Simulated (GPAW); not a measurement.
Runs of GPAW 26.7.0 on BaTiO3. Symmetry: R3m, No. 160, trigonal system. Conventional cell: a = 5.655 Å, b = 5.655 Å, c = 6.955 Å, α = 90.00°, β = 90.00°, γ = 120.00°. Ba (site symmetry 3m) has 12 O at 2.79 to 2.89 Å as nearest neighbours. Ti (site symmetry 3m) has 6 O at 1.87 to 2.14 Å as nearest neighbours. Around O (site symmetry m) lie 2 Ti at 1.87 to 2.14 Å. 

| cell | target pressure | gap on the mesh (eV) | pressure (GPa) | largest force (eV/Å) |
| --- | --- | --- | --- | --- |
| relaxed to 10 GPa | 10 GPa | 1.98 | 10.0 | 0.02 |
| relaxed to 5 GPa | 5 GPa | (a) | 4.9 | 0.02 |
| relaxed to 2 GPa | 2 GPa | 2.23 | 2.1 | 0.01 |
| relaxed | - | 2.29 | -0.2 | 0.02 |
| relaxed to 20 GPa | 20 GPa | (b) | 20.0 | 0.02 |
| relaxed to 30 GPa | 30 GPa | 1.93 | 30.1 | 0.02 |

Alike in all rows: task relaxation of cell and atoms; level PBEsol; potentials or basis PAW data sets generated in the run's folder for this functional, pw; no spin polarisation; k mesh 4 × 4 × 4; cutoff (eV) 800; smearing fermi-dirac 0.05 eV.

Question: Fill in the values left out.

Answer: (a) 2.11; (b) 1.92.

Caveats: later steps reuse the first step's grids; spin-orbit coupling is left out, which moves the levels of the heavy elements.

A k mesh can miss the band edges, and the runs leave out spin-orbit coupling on Ba.

Runs at the PBE level aren't shown here.
